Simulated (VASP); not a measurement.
Input of a VASP 6.6.1 run:

The input POSCAR:

```
GaP
1.0
    0.0000000000      2.7252500000      2.7252500000
    2.7252500000      0.0000000000      2.7252500000
    2.7252500000      2.7252500000      0.0000000000
Ga P
1 1
Direct
    0.0000000000      0.0000000000      0.0000000000
    0.7500000000      0.7500000000      0.7500000000
```

The input INCAR.step1:

```
PREC     = Accurate       # precision mode
ENCUT    = 520            # plane-wave cutoff, eV
EDIFF    = 1E-5           # SCF threshold, eV
ISMEAR   = -1             # smearing method
SIGMA    = 0.05           # smearing width, eV
LREAL    = False          # projectors in reciprocal space
LASPH    = True           # aspherical terms in the spheres
NELM     = 60             # most SCF steps
ALGO     = Normal         # electronic algorithm
ISIF     = 2              # what is computed and relaxed
LWAVE    = True           # write WAVECAR
LCHARG   = False          # write CHGCAR
NBANDS   = 16             # bands
GGA      = PE             # functional
```

File INCAR.step2:

```
PREC     = Accurate       # precision mode
ENCUT    = 520            # plane-wave cutoff, eV
EDIFF    = 1E-6           # SCF threshold, eV
ISMEAR   = -1             # smearing method
SIGMA    = 0.05           # smearing width, eV
LREAL    = False          # projectors in reciprocal space
LASPH    = True           # aspherical terms in the spheres
NELM     = 60             # most SCF steps
ALGO     = Normal         # electronic algorithm
ISIF     = 2              # what is computed and relaxed
LWAVE    = False          # write WAVECAR
LCHARG   = False          # write CHGCAR
GGA      = PE             # functional
LHFCALC  = True           # exact exchange
AEXX     = 0.1            # exact-exchange fraction
PRECFOCK = Fast         
HFRCUT   = -1           
NBANDS   = 16             # bands
ISTART   = 1
```

The input KPOINTS:

```
Automatic mesh
0
Gamma
  4 4 4
```

Potentials or basis: VASP PAW PBE potentials, release 64 (Ga_d, P).

Command:

```console
$ cat potpaw_PBE.64/Ga_d/POTCAR potpaw_PBE.64/P/POTCAR > POTCAR
$ cp INCAR.step1 INCAR
$ mpirun -np 1 vasp_std > vasp.out
$ cp INCAR.step2 INCAR
$ mpirun -np 1 vasp_std > vasp.out
```

**Question.** Estimate the band gap on the k mesh.

**Answer.** 2.17 eV, indirect (least direct gap 2.49 eV).

**Question.** What does it give for the pressure?

**Answer.** 2.0 GPa.

Caveat: the k mesh is coarse (spacing up to 0.50 Å⁻¹), so the values aren't converged, least of all with exact exchange; the PAW data sets were made with another functional, which shifts forces and pressure a little. A k mesh can miss the band edges.
